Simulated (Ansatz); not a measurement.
What does this script print? It uses Ansatz 0.2.0, Python API.

Script `csbr_eos.py`:
```python
"""Bulk modulus of CsBr from an E(V) curve."""

import warnings

import ansatz as az
import numpy as np
from scipy.optimize import curve_fit

VECTORS = np.array([
    [4.286, 0.0, 0.0],
    [0.0, 4.286, 0.0],
    [0.0, 0.0, 4.286],
])
SITES = [
    ("Cs", [0.0, 0.0, 0.0]),
    ("Br", [0.5, 0.5, 0.5]),
]


def build(cell):
    crystal = az.Crystal(lattice=az.Lattice.of(cell))
    for symbol, position in SITES:
        crystal = crystal.atom(symbol, position)
    return crystal

def vinet(v, e0, v0, b0, b1):
    eta = (v / v0) ** (1 / 3)
    return e0 + 2 * b0 * v0 / (b1 - 1) ** 2 * (2 - (5 + 3 * b1 * (eta - 1) - 3 * eta) * np.exp(-1.5 * (b1 - 1) * (eta - 1)))

warnings.simplefilter("ignore", az.DeckWarning)

# uniform scaling of the cell
volumes, energies = [], []
for scale in np.linspace(0.88, 1.12, 7):
    cell = VECTORS * scale ** (1 / 3)
    base = (
        build(cell).calculation()
        .functional(az.Functional.PBESOL)
        .basis(380, density_ratio=6)
        .occupations("methfessel_paxton", width=0.02)
        .scf(tolerance=1e-07, max_iterations=150)
        .kpoints(4, 4, 4)
    )
    report = base.run().report
    volumes.append(abs(np.linalg.det(cell)) / len(SITES))
    energies.append(report["free_energy_ev"] / len(SITES))
    print(f"V = {volumes[-1]:8.4f} A^3/atom  F = {energies[-1]:.5f} eV/atom")

guess = (min(energies), volumes[int(np.argmin(energies))], 0.5, 4.5)
(e0, v0, b0, b1), _ = curve_fit(vinet, np.array(volumes), np.array(energies), p0=guess, maxfev=20000)
print(f"Vinet fit: V0 = {v0:.4f} A^3/atom, B0 = {160.21766 * b0:.1f} GPa, B1 = {b1:.2f}")
print("largest residual", round(1000 * float(np.abs(vinet(np.array(volumes), e0, v0, b0, b1) - energies).max()), 3), "meV/atom")
```

```console
$ python csbr_eos.py
V =  34.6425 A^3/atom  F = -4162.89463 eV/atom
V =  36.2172 A^3/atom  F = -4162.90898 eV/atom
V =  37.7918 A^3/atom  F = -4162.91440 eV/atom
V =  39.3665 A^3/atom  F = -4162.91296 eV/atom
V =  40.9411 A^3/atom  F = -4162.90622 eV/atom
V =  42.5158 A^3/atom  F = -4162.89540 eV/atom
V =  44.0904 A^3/atom  F = -4162.88146 eV/atom
Vinet fit: V0 = 38.1981 A^3/atom, B0 = 15.8 GPa, B1 = 5.25
largest residual 0.015 meV/atom
```

A third-order Birch-Murnaghan fit through the 7 points (the script's own form differs a little) has its minimum at 38.20 Å³ an atom, 3.0 % below the typed cell, with a bulk modulus of 16 GPa and dB/dP = 5.3. From that minimum the energy rises by 20.0 meV an atom on the compressed side and 33.2 meV on the expanded side.

The settings weren't tested for convergence. The cutoff lies under the one recommended for these potentials. Under the recommended cutoff a pressure can be off by several GPa, even in sign. Of the deposited cell: the entry's cell lengths or inner coordinates differ somewhat from later room-temperature determinations. The starting cell is as deposited in a crystallographic database; the results hold for this polymorph, which needn't be the stable one. The script silences the warnings on its input, which a real study should read. Run time: 5.3 s on 1 thread of Intel(R) Xeon(R) Platinum 8488C (Sapphire Rapids), on a shared host, peak memory 0.44 GiB.

(Lines on the test bed's own set-up are left out of the output.)
